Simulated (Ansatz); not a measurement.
Wanted: the native input for an Ansatz 0.2.0 run.

```yaml
Task: single point
Functional: PBE
Potentials_or_basis: all-electron LAPW, scalar-relativistic
Cutoff: 378 eV (chosen from the basis error)
Basis_error_allowed: 0.001 eV/atom
k_mesh: 11 × 11 × 11
Occupations: gaussian, width 0.018 eV
Spin: collinear spin, ferromagnetic start
Starting_moments: "[1.0, 0.0] μB"
```

Crystal: NiO.

```
Ni O
1.0
     0.00000    2.08590    2.08590
     2.08590    0.00000    2.08590
     2.08590    2.08590    0.00000
Ni O
1 1
Direct
  0.00000 0.00000 0.00000
  0.50000 0.50000 0.50000
```

The input as run:

input.yaml

```yaml
crystal:
  lattice:
    - [0.0, 2.0859016414, 2.0859016414]
    - [2.0859016414, 0.0, 2.0859016414]
    - [2.0859016414, 2.0859016414, 0.0]
  atoms:
    - { symbol: Ni, position: [0.0, 0.0, 0.0], spin: 1.0 }
    - { symbol: O, position: [0.5, 0.5, 0.5] }
kpoints:
  mp_grid: { grid: [11, 11, 11] }
scf:
  occupations: { method: gaussian, width: 0.018 }
hamiltonian:
  xc: pbe
  pseudopotentials: { kind: all_electron, lapw: { basis_error: 0.001 } }
magnetization:
  spin_polarized: true
output:
  forces: true
  stress: true
  eigenvalues: true
```

Potentials or basis: all-electron LAPW, scalar-relativistic.

Command:

```sh
$ ansatz run input.yaml --threads 2 --pin off --max-ram 6144MiB --backend cpu --events-out ev --progress --plain --runs-dir out
```

Results of the run:

- Pressure: 6.6 GPa
- Band gap on the k mesh: none (metal or under the smearing width)
- Net moment: 1.82 μB per cell
- Absolute moment: 1.82 μB per cell
- Site moments: Ni +1.51; O +0.30 μB

Caveat: a cell with one magnetic atom can't hold antiferromagnetic order, which such compounds often take; semilocal functionals often make such compounds metallic where correlation or magnetic order opens a gap, which also shifts bond lengths.

It took 17 s on 2 threads of Arm Neoverse V1, on a shared host, peak memory 0.44 GiB.
